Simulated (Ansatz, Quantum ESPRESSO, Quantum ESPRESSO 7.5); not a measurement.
# Pd(100) under a row of overlayers

Which overlayers raise and which lower the work function of Pd(100), and does electronegativity predict it?

Main program and level: Quantum ESPRESSO 7.5; plane-wave DFT, PBE, GBRV ultrasoft pseudopotentials (geometry by Ansatz 0.2.0 with PAW datasets; geometry under PBE).

**Measured values to reproduce.**

For Pd (clean (100) face), “Anisotropic work function of elemental crystals” (2019, arxiv:1902.07811) quotes earlier work: work function (clean (100) face) 5.48 eV.

Report form: the programs' logs are mostly left out.

**1. Starting point**

The cell holds 5 atoms: 5 Pd. Its edges and angles: a = 2.751 Å, b = 2.751 Å, c = 23.780 Å, α = 90.0°, β = 90.0°, γ = 90.0°. It derives from Pd. Vacuum lies along c.

Coordinates:

```cif
data_structure
_symmetry_space_group_name_H-M 'P 1'
_symmetry_Int_Tables_number 1
_cell_length_a 2.7506
_cell_length_b 2.7506
_cell_length_c 23.7800
_cell_angle_alpha 90.000
_cell_angle_beta 90.000
_cell_angle_gamma 90.000
_cell_volume 179.92
loop_
_atom_site_label
_atom_site_type_symbol
_atom_site_fract_x
_atom_site_fract_y
_atom_site_fract_z
_atom_site_occupancy
Pd1 Pd 0.00000 0.00000 0.33642 1
Pd2 Pd 0.50000 0.50000 0.41821 1
Pd3 Pd 0.00000 0.00000 0.50000 1
Pd4 Pd 0.50000 0.50000 0.58179 1
Pd5 Pd 0.00000 0.00000 0.66358 1
```

This is the clean slab. Each overlayer is one atom a surface cell, set on the hollow site and held there by symmetry.

**2. Geometry from Ansatz, clean face**

The geometry comes first, from a plane-wave PAW code, so that the later runs on this slab share one structure.

The input, input.yaml:

```yaml
crystal:
  lattice:
    - [2.7506453788, 0.0, 0.0]
    - [0.0, 2.7506453788, 0.0]
    - [0.0, 0.0, 23.78]
  atoms:
    - { symbol: Pd, position: [0.0, 0.0, 0.3364171573] }
    - { symbol: Pd, position: [0.5, 0.5, 0.4182085786] }
    - { symbol: Pd, position: [0.0, 0.0, 0.5] }
    - { symbol: Pd, position: [0.5, 0.5, 0.5817914214] }
    - { symbol: Pd, position: [0.0, 0.0, 0.6635828427] }
kpoints:
  mp_grid: { grid: [10, 10, 1] }
hamiltonian:
  xc: pbe
scf:
  occupations: { method: fermi_dirac, width: 0.1 }
  convergence: { dr2_threshold: 1.0e-08 }
efield:
  axis: 3
  dipole_correction: true
  ramp_position: 0.97
  ramp_width: 0.04
relax:
  f_tol: 0.01
  constraints: [{ sites: [0, 1, 2] }]
output:
  write_potential: true
  write_density: true
  volumetric_format: npy
```

Started as:

```bash
$ ansatz run input.yaml --threads 4 --pin off --max-ram 8192MiB --backend cpu --events-out ev --progress --plain --runs-dir out
```

Elapsed: 17 s, on 4 threads of Arm Neoverse V1, shared host; peak memory 0.56 GiB; 66 s of CPU time.

Relaxation path:

```csv
step,energy less that of the first step (eV),largest force component (eV/Å)
1,0.0000,0.2186
2,-0.0138,0.0737
3,-0.0151,0.0023
```

The atoms that moved most (Å):

```csv
atom,dx,dy,dz,length
Pd5,0.000,0.000,0.106,0.106
Pd4,0.000,0.000,0.065,0.065
```

The relaxation lowers the energy by 3 meV an atom. Held were the atoms numbered 1, 2 and 3; the forces quoted are those on the free ones.

Read from the output:

```
free energy                     : -34862.9722 eV
energy at zero smearing         : -34862.8180 eV
smearing term TS                : 0.3086 eV
Fermi energy                    : 5.138 eV
symmetry operations             : 8
work function of the upper face : 5.085 eV
work function of the lower face : 5.071 eV
dipole along the normal         : -5.69e-4 e·Å
```

**3. Self-consistent run, clean face**

Open boundaries by another road: assume_isolated = 'esm' with bc1, the slab centred on z = 0.

Level of this step: plane-wave DFT, PBE, GBRV ultrasoft pseudopotentials (Quantum ESPRESSO 7.5).

The input, clean.esm.in:

```
&control
  prefix = 'clean.esm'
  outdir = './out'
  pseudo_dir = './pseudo'
  calculation = 'scf'
  tprnfor = .true.
/
&system
  ibrav = 0
  nat = 5
  ntyp = 1
  ecutwfc = 40
  ecutrho = 200
  occupations = 'smearing'
  smearing = 'mv'
  degauss = 0.02
  assume_isolated = 'esm'
  esm_bc = 'bc1'
/
&electrons
  conv_thr = 1e-07
  mixing_beta = 0.4
  electron_maxstep = 120
  mixing_mode = 'local-TF'
/
ATOMIC_SPECIES
  Pd  106.4200  pd_pbe_v1.4.uspp.F.UPF
CELL_PARAMETERS angstrom
  2.75064537880000 0.00000000000000 0.00000000000000
  0.00000000000000 2.75064537880000 0.00000000000000
  0.00000000000000 0.00000000000000 23.78000000000000
ATOMIC_POSITIONS crystal
  Pd  0.000000000000 0.000000000000 -0.165805898807
  Pd  0.500000000000 0.500000000000 -0.084014477507
  Pd  0.000000000000 0.000000000000 -0.002223056107
  Pd  0.500000000000 0.500000000000 0.082320976331
  Pd  0.000000000000 0.000000000000 0.165805898807
K_POINTS automatic
  10 10 1 0 0 0
```

Started as:

```bash
$ OMP_NUM_THREADS=1 mpirun -n 4 pw.x -nk 4 -in clean.esm.in > clean.esm.out
```

Elapsed: 1.9 min, on 4 MPI ranks; peak memory 0.52 GiB; 7.8 min of CPU time.

Read from the output:

```
free energy                                                    : -13515.9440 eV
Fermi energy                                                   : -5.114 eV
vacuum line at the lower end of the cell, over the Fermi level : 5.101 eV
vacuum line at the upper end of the cell, over the Fermi level : 5.127 eV
```

Electrostatic potential energy of an electron; zero at the Fermi level. Table of potential energy, planar mean by z:

z (Å), potential energy, planar mean (eV) and a bar from the least value:
```
    -11.5       5.10 ##############################
    -11.0       5.10 ##############################
    -10.5       5.10 ##############################
    -10.0       5.10 ##############################
     -9.5       5.10 ##############################
     -9.0       5.10 ##############################
     -8.5       5.10 ##############################
     -8.0       5.10 ##############################
     -7.5       5.10 ##############################
     -7.0       5.09 ##############################
     -6.5       5.05 ##############################
     -6.0       4.91 ##############################
     -5.5       4.41 #############################
     -5.0       2.29 ########################
     -4.5      -4.64 ##########
     -4.0      -9.55 
     -3.5      -6.52 #######
     -3.0      -1.44 #################
     -2.5      -6.01 ########
     -2.0      -9.76 
     -1.5      -6.18 #######
     -1.0      -1.65 ################
     -0.5      -6.77 ######
      0.0      -9.79 
      0.5      -5.34 #########
      1.0      -0.95 ##################
      1.5      -6.49 #######
      2.0      -9.65 
      2.5      -5.35 #########
      3.0      -0.99 ##################
      3.5      -6.41 #######
      4.0      -9.51 #
      4.5      -4.59 ##########
      5.0       2.32 ########################
      5.5       4.44 #############################
      6.0       4.94 ##############################
      6.5       5.08 ##############################
      7.0       5.11 ##############################
      7.5       5.12 ##############################
      8.0       5.13 ##############################
      8.5       5.13 ##############################
      9.0       5.13 ##############################
      9.5       5.13 ##############################
     10.0       5.13 ##############################
     10.5       5.13 ##############################
     11.0       5.13 ##############################
     11.5       5.13 ##############################
```

The vacuum levels are read from the outermost 0.7 Å of the cell on either side.

The run needed 28 iterations to bring the estimated error under 1e-07 Ry; the largest force on any atom, held or free, is 0.32 eV/Å.

Inside the slab this potential holds the local part of the pseudopotentials, which can be repulsive at the nuclei; only its value in the vacuum has a meaning of its own.

**4. Projections on atomic orbitals, clean face**

Projections on atomic orbitals tell which layers and orbitals hold the states near the zero of energy.

The input, clean.pdos.in:

```
&projwfc
  prefix = 'clean.esm'
  outdir = './out'
  filpdos = 'clean.pdos'
  Emin = -13.114
  Emax = -1.114
  DeltaE = 0.1
  ngauss = 0
  degauss = 0.01
/
```

Started as:

```bash
$ OMP_NUM_THREADS=1 mpirun -n 4 projwfc.x -in clean.pdos.in > clean.pdos.out
```

Elapsed: 1.4 s, on 4 MPI ranks; peak memory 0.09 GiB; 5.4 s of CPU time.

This step gave:

```
spilling of the projection : 4.00e-4
```

Projected DOS an atom over height of the atomic layer and energy from the Fermi level. Columns are the atomic layers from the bottom up.

Ten even steps from '0' (0.00 states/eV) to '9' (3.07 states/eV), each cell a mean:
```
00000
10011
11111
56666
87579
95569
85658
95559
75567
67966
55665
45365
47485
37762
15730
01100
00000
00000
00000
00000
00000
00000
```
Columns: height of the atomic layer (Å) from -3.94 to 3.94; rows upwards: energy from the Fermi level (eV) from -8.00 to 1.50.

The atomic orbitals miss 0.0 % of the occupied states; for empty states the projections can miss much more.

**5. Relaxation with Ansatz, Li overlayer**

Level of this step: plane-wave DFT, PBE, Ansatz PAW (Ansatz 0.2.0).

System of this step: Pd(100), 5 layers, one monolayer of Li on hollow sites. The cell holds 6 atoms: 5 Pd and 1 Li. Its edges and angles: a = 2.751 Å, b = 2.751 Å, c = 26.780 Å, α = 90.0°, β = 90.0°, γ = 90.0°. It derives from Pd. Vacuum lies along c.

input.yaml, the sections that differ from step 2:

```yaml
crystal:
  lattice:
    - [2.7506453788, 0.0, 0.0]
    - [0.0, 2.7506453788, 0.0]
    - [0.0, 0.0, 26.78]
  atoms:
    - { symbol: Pd, position: [0.0, 0.0, 0.3099327857] }
    - { symbol: Pd, position: [0.5, 0.5, 0.3825616131] }
    - { symbol: Pd, position: [0.0, 0.0, 0.4551904406] }
    - { symbol: Pd, position: [0.5, 0.5, 0.5278192681] }
    - { symbol: Pd, position: [0.0, 0.0, 0.6004480956] }
    - { symbol: Li, position: [0.5, 0.5, 0.668751804] }
# kpoints, hamiltonian, scf, efield, relax, output: as in step 2
```

Started as:

```bash
$ ansatz run input.yaml --threads 4 --pin off --max-ram 8192MiB --backend cpu --events-out ev --progress --plain --runs-dir out
```

It took 19 s on 4 threads; peak memory 0.6 GiB; 74 s of CPU time.

Step by step:

```csv
step,energy less that of the first step (eV),largest force component (eV/Å)
1,0.0000,0.8721
2,-0.0767,0.1170
3,-0.0780,0.0056
```

The atoms that moved most (Å):

```csv
atom,dx,dy,dz,length
Pd5,0.000,0.000,0.183,0.183
Pd4,0.000,0.000,0.084,0.084
```

The relaxation lowers the energy by 13 meV an atom. Held were the atoms numbered 1, 2 and 3; the forces quoted are those on the free ones.

Read from the output:

- free energy: -35068.7480 eV
- energy at zero smearing: -35068.6102 eV
- smearing term TS: 0.2756 eV
- Fermi energy: 5.133 eV
- work function of the upper face: 2.859 eV
- work function of the lower face: 5.080 eV
- dipole along the normal: 0.09290 e·Å

**6. Ground state, Li overlayer**

Level of this step: plane-wave DFT, PBE, GBRV ultrasoft pseudopotentials (Quantum ESPRESSO 7.5).

The input, Li.esm.in:

```
&control
  prefix = 'Li.esm'
  outdir = './out'
  pseudo_dir = './pseudo'
  calculation = 'scf'
  tprnfor = .true.
/
&system
  ibrav = 0
  nat = 6
  ntyp = 2
  ecutwfc = 40
  ecutrho = 200
  occupations = 'smearing'
  smearing = 'mv'
  degauss = 0.02
  assume_isolated = 'esm'
  esm_bc = 'bc1'
/
&electrons
  conv_thr = 1e-07
  mixing_beta = 0.4
  electron_maxstep = 120
  mixing_mode = 'local-TF'
/
ATOMIC_SPECIES
  Pd  106.4200  pd_pbe_v1.4.uspp.F.UPF
  Li  6.9400  li_pbe_v1.4.uspp.F.UPF
CELL_PARAMETERS angstrom
  2.75064537880000 0.00000000000000 0.00000000000000
  0.00000000000000 2.75064537880000 0.00000000000000
  0.00000000000000 0.00000000000000 26.78000000000000
ATOMIC_POSITIONS crystal
  Pd  0.000000000000 0.000000000000 -0.179401356695
  Pd  0.500000000000 0.500000000000 -0.106772529295
  Pd  0.000000000000 0.000000000000 -0.034143701795
  Pd  0.500000000000 0.500000000000 0.041610888172
  Pd  -0.000000000000 0.000000000000 0.117929605479
  Li  0.500000000000 0.500000000000 0.179401356695
K_POINTS automatic
  10 10 1 0 0 0
```

Started as:

```bash
$ OMP_NUM_THREADS=1 mpirun -n 4 pw.x -nk 4 -in Li.esm.in > Li.esm.out
```

It took 3.6 min on 4 MPI ranks; peak memory 0.53 GiB.

Residual by cycle:

cycle, log10 residual and a bar from the least value:
```
        1        3.7 
        2        4.4 ######################
        3        4.4 #####################
        4        4.5 ########################
        5        4.5 ########################
        6        4.4 ########################
        7        4.6 ############################
        8        4.6 ###########################
        9        4.7 ##############################
       10        4.7 ##############################
```

The run ended with an error.

After 10 cycles the residual stands at 45547.

The message is a late symptom: the SCF loop had diverged, with an estimated accuracy of 4.55e+04 Ry in its last cycle.

**7. Geometry from Ansatz, Na overlayer**

Level of this step: plane-wave DFT, PBE, Ansatz PAW (Ansatz 0.2.0).

System of this step: Pd(100), 5 layers, one monolayer of Na on hollow sites. The cell holds 6 atoms: 5 Pd and 1 Na. Cell: a = 2.751 Å, b = 2.751 Å, c = 26.780 Å, α = 90.0°, β = 90.0°, γ = 90.0°. It derives from Pd. Vacuum lies along c.

input.yaml is the input of step 5 with these lines changed:

```diff
@@ -11,3 +11,3 @@
     - { symbol: Pd, position: [0.0, 0.0, 0.6004480956] }
-    - { symbol: Li, position: [0.5, 0.5, 0.668751804] }
+    - { symbol: Na, position: [0.5, 0.5, 0.6881761126] }
 kpoints:
```

Started as:

```bash
$ ansatz run input.yaml --threads 4 --pin off --max-ram 8192MiB --backend cpu --events-out ev --progress --plain --runs-dir out
```

The job ended after 25 s (4 threads; peak memory 0.61 GiB; 95 s of CPU time).

Relaxation path:

```csv
step,energy less that of the first step (eV),largest force component (eV/Å)
1,0.0000,0.6373
2,-0.0212,0.4440
3,-0.0502,0.0836
4,-0.0516,0.0060
```

Forces are held to the 8 operations that the run works with; a distortion that breaks them can't arise in this run.

The atoms that moved most (Å):

```csv
atom,dx,dy,dz,length
Pd5,0.000,0.000,0.161,0.161
Pd4,0.000,0.000,0.081,0.081
```

The relaxed structure:

```xyz
6
Lattice="2.7506 0.0000 0.0000 0.0000 2.7506 0.0000 0.0000 0.0000 26.7800" Properties=species:S:1:pos:R:3
Pd    0.0000    0.0000    8.3000
Pd    1.3753    1.3753   10.2450
Pd    0.0000    0.0000   12.1900
Pd    1.3753    1.3753   14.2155
Pd    0.0000    0.0000   16.2409
Na    1.3753    1.3753   18.4328
```

The relaxation lowers the energy by 9 meV an atom. Held were the atoms numbered 1, 2 and 3; the forces quoted are those on the free ones.

Numbers from this step:

- free energy: -36349.8003 eV
- energy at zero smearing: -36349.6552 eV
- smearing term TS: 0.2901 eV
- Fermi energy: 5.497 eV
- work function of the upper face: 3.142 eV
- work function of the lower face: 5.079 eV
- dipole along the normal: 0.08100 e·Å

**8. SCF with pw.x, Na overlayer**

Level of this step: plane-wave DFT, PBE, GBRV ultrasoft pseudopotentials (Quantum ESPRESSO 7.5).

The input, Na.esm.in:

```
&control
  prefix = 'Na.esm'
  outdir = './out'
  pseudo_dir = './pseudo'
  calculation = 'scf'
  tprnfor = .true.
/
&system
  ibrav = 0
  nat = 6
  ntyp = 2
  ecutwfc = 40
  ecutrho = 200
  occupations = 'smearing'
  smearing = 'mv'
  degauss = 0.02
  assume_isolated = 'esm'
  esm_bc = 'bc1'
/
&electrons
  conv_thr = 1e-07
  mixing_beta = 0.4
  electron_maxstep = 120
  mixing_mode = 'local-TF'
/
ATOMIC_SPECIES
  Pd  106.4200  pd_pbe_v1.4.uspp.F.UPF
  Na  22.9898  na_pbe_v1.5.uspp.F.UPF
CELL_PARAMETERS angstrom
  2.75064537880000 0.00000000000000 0.00000000000000
  0.00000000000000 2.75064537880000 0.00000000000000
  0.00000000000000 0.00000000000000 26.78000000000000
ATOMIC_POSITIONS crystal
  Pd  0.000000000000 0.000000000000 -0.189186489276
  Pd  0.500000000000 0.500000000000 -0.116557661876
  Pd  0.000000000000 0.000000000000 -0.043928834376
  Pd  0.500000000000 0.500000000000 0.031706328642
  Pd  -0.000000000000 0.000000000000 0.107337988172
  Na  0.500000000000 0.500000000000 0.189186489276
K_POINTS automatic
  10 10 1 0 0 0
```

Started as:

```bash
$ OMP_NUM_THREADS=1 mpirun -n 4 pw.x -nk 4 -in Na.esm.in > Na.esm.out
```

Wall time 33 min (4 MPI ranks); peak memory 0.72 GiB.

The run ended without convergence. The estimated SCF accuracy went from 859 Ry in the first cycle kept to 8.53 Ry at best and 300 Ry in the last.

More iterations help only where the error still falls; otherwise the mixing, the start or the set-up has to change.

**9. Relaxation with Ansatz, Mg overlayer**

Level of this step: plane-wave DFT, PBE, Ansatz PAW (Ansatz 0.2.0).

System of this step: Pd(100), 5 layers, one monolayer of Mg on hollow sites. The cell holds 6 atoms: 5 Pd and 1 Mg. Its edges and angles: a = 2.751 Å, b = 2.751 Å, c = 26.780 Å, α = 90.0°, β = 90.0°, γ = 90.0°. It derives from Pd. Vacuum lies along c.

input.yaml is the input of step 7 with these lines changed:

```diff
@@ -11,3 +11,3 @@
     - { symbol: Pd, position: [0.0, 0.0, 0.6004480956] }
-    - { symbol: Na, position: [0.5, 0.5, 0.6881761126] }
+    - { symbol: Mg, position: [0.5, 0.5, 0.6756606941] }
 kpoints:
```

Started as:

```bash
$ ansatz run input.yaml --threads 4 --pin off --max-ram 8192MiB --backend cpu --events-out ev --progress --plain --runs-dir out
```

The job ended after 19 s (4 threads; peak memory 0.62 GiB; 72 s of CPU time).

Step by step:

```csv
step,energy less that of the first step (eV),largest force component (eV/Å)
1,0.0000,1.1177
2,-0.1072,0.0493
3,-0.1074,0.0048
```

Forces are held to the 8 operations that the run works with; a distortion that breaks them can't arise in this run.

The atoms that moved most (Å):

```csv
atom,dx,dy,dz,length
Pd5,0.000,0.000,0.206,0.206
Pd4,0.000,0.000,0.082,0.082
Mg6,0.000,0.000,0.014,0.014
```

Final coordinates:

```xyz
6
Lattice="2.7506 0.0000 0.0000 0.0000 2.7506 0.0000 0.0000 0.0000 26.7800" Properties=species:S:1:pos:R:3
Pd    0.0000    0.0000    8.3000
Pd    1.3753    1.3753   10.2450
Pd    0.0000    0.0000   12.1900
Pd    1.3753    1.3753   14.2171
Pd    0.0000    0.0000   16.2865
Mg    1.3753    1.3753   18.1079
```

The relaxation lowers the energy by 18 meV an atom. Held were the atoms numbered 1, 2 and 3; the forces quoted are those on the free ones.

This step gave:

* free energy: -36787.7224 eV
* energy at zero smearing: -36787.5845 eV
* smearing term TS: 0.2759 eV
* Fermi energy: 5.500 eV
* work function of the upper face: 3.805 eV
* dipole along the normal: 0.05324 e·Å

**10. Self-consistent run, Mg overlayer**

Level of this step: plane-wave DFT, PBE, GBRV ultrasoft pseudopotentials (Quantum ESPRESSO 7.5).

The input, Mg.esm.in:

```
&control
  prefix = 'Mg.esm'
  outdir = './out'
  pseudo_dir = './pseudo'
  calculation = 'scf'
  tprnfor = .true.
/
&system
  ibrav = 0
  nat = 6
  ntyp = 2
  ecutwfc = 40
  ecutrho = 200
  occupations = 'smearing'
  smearing = 'mv'
  degauss = 0.02
  assume_isolated = 'esm'
  esm_bc = 'bc1'
/
&electrons
  conv_thr = 1e-07
  mixing_beta = 0.4
  electron_maxstep = 120
  mixing_mode = 'local-TF'
/
ATOMIC_SPECIES
  Pd  106.4200  pd_pbe_v1.4.uspp.F.UPF
  Mg  24.3050  mg_pbe_v1.4.uspp.F.UPF
CELL_PARAMETERS angstrom
  2.75064537880000 0.00000000000000 0.00000000000000
  0.00000000000000 2.75064537880000 0.00000000000000
  0.00000000000000 0.00000000000000 26.78000000000000
ATOMIC_POSITIONS crystal
  Pd  0.000000000000 0.000000000000 -0.183120380519
  Pd  0.500000000000 0.500000000000 -0.110491553119
  Pd  0.000000000000 0.000000000000 -0.037862725619
  Pd  0.500000000000 0.500000000000 0.037830916806
  Pd  0.000000000000 0.000000000000 0.115104725313
  Mg  0.500000000000 0.500000000000 0.183120380519
K_POINTS automatic
  10 10 1 0 0 0
```

Started as:

```bash
$ OMP_NUM_THREADS=1 mpirun -n 4 pw.x -nk 4 -in Mg.esm.in > Mg.esm.out
```

The job ended after 2.5 min (4 MPI ranks; peak memory 0.64 GiB; 9.9 min of CPU time).

Numbers from this step:

| Quantity | Value |
| --- | --- |
| free energy | -15222.0458 eV |
| Fermi energy | -4.445 eV |
| vacuum line at the lower end of the cell, over the Fermi level | 5.099 eV |
| vacuum line at the upper end of the cell, over the Fermi level | 3.792 eV |

The potential energy, planar mean oscillates, so the rows of the table below give means over windows of 2.01 Å about each position, cut where the curve ends. Its maxima inside the range that stand out by 2 % of the span (Å: eV): -3.9: -1.38, -2.0: -1.59, 0.0: -0.622, 2.0: -0.418, 4.0: -2.94. Its minima: -4.9: -9.68, -3.0: -9.73, -1.0: -9.82, 1.0: -9.76, 3.1: -10.1, 4.9: -13.1.

Electrostatic potential energy of an electron; zero at the Fermi level. The potential energy, planar mean by z; means over each step:

z (Å), potential energy, planar mean (eV) and a bar from the least value:
```
   -12.39        5.1 ##############################
   -10.38        5.1 ##############################
    -8.37        5.1 ##############################
    -6.36        2.5 ########################
    -4.35       -5.8 ###
    -2.34       -6.1 ##
    -0.33       -5.5 ####
     1.68       -5.3 ####
     3.69       -7.0 
     5.70       -3.9 ########
     7.71        3.6 ##########################
     9.72        3.8 ###########################
    11.73        3.8 ###########################
```

The covered face stands at 3.79 eV against 5.13 eV when clean.

Inside the slab this potential holds the local part of the pseudopotentials, which can be repulsive at the nuclei; only its value in the vacuum has a meaning of its own.

(Continued in part 2 of 2.)

[Logs are printed without paths, hosts, clocks, repeated set-up lines and the standing remarks that a program may print on its own settings, such as how far it seeks lower states.]

[Hosts, paths, dates, database ids (printed as entryN), source tags and the programs' standing remarks are cut or masked in the printed files.]

[Maps of the electrostatic potential energy from Ansatz leave out the sawtooth potential of an applied field or a dipole correction, so their vacuum need not be flat; planar profiles and work functions include it.]
